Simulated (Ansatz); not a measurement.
## C: the gap against volume

C, Fd-3m, a = 3.571 Å. Ansatz: PBE, PAW, 420 eV, Γ-centred 12×12×12 mesh on 2 atoms, Gaussian smearing 0.02 eV; no spin polarisation. Symmetry fixes shape and atoms, so the cell is only scaled; x = ln(V/V0) with V0 = 5.694 Å³/atom. The gap is read at the mesh points alone.

```tsv
x	gap y (eV)
-0.1278	4.456
-0.0943	4.374
-0.0619	4.294
-0.0305	4.218
0.0000	?
0.0296	4.089
0.0583	4.024
0.0953	3.942
```

Task: Fit a straight line to the other rows, give the volume deformation potential of the gap and its pressure coefficient, and predict the missing gap. B0 = 432.4 GPa.

Result: Means x = -0.01876, y = 4.1996; Σ(Δx)² = 0.04088, ΣΔxΔy = -0.09368; the slope is their ratio. y = 4.1566 − 2.2916 x. The slope is the deformation potential a = dE_g/d ln V = -2.29 eV, and dE_g/dP = −a/B0 = 5.30 meV/GPa. At x = 0.0000 the fit asked for gives 4.157 eV. The run gave 4.151 eV, so the fit is 0.006 eV too high, within twice the rms miss on the fitted rows (0.005 eV).

Semilocal functionals give gaps under the measured ones; changes of the gap mostly carry over better.